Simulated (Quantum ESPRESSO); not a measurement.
The system is Ge.

```
CELL_PARAMETERS angstrom
-2.57449 2.57449 1.39741
2.57449 -2.57449 1.39741
2.57449 2.57449 -1.39741
ATOMIC_POSITIONS crystal
Ge 0.50000 0.50000 0.00000
Ge 0.25000 0.75000 0.50000
```

This isn't the form of Ge at room conditions, which is diamond.

Base run:

```yaml
Program: Quantum ESPRESSO 7.5
Functional: PBE
Potentials_or_basis: PseudoDojo 0.4.1 SR PBE standard
Cutoff: 1061 eV
Density_cutoff: 4245 eV
k_mesh: 11 × 11 × 11
Occupations: fermi-dirac, width 0.05 eV
Spin: no spin polarisation
```

Its results: band gap on the k mesh none (metal or under the smearing width); pressure 3.2 GPa.

The run is repeated on the same cell with these changes: functional from PBE to PBEsol; potentials or basis from PseudoDojo 0.4.1 SR PBE standard to PseudoDojo 0.4.1 SR PBEsol standard. What comes out?

Band gap on the k mesh none (metal or under the smearing width); pressure -0.6 GPa.
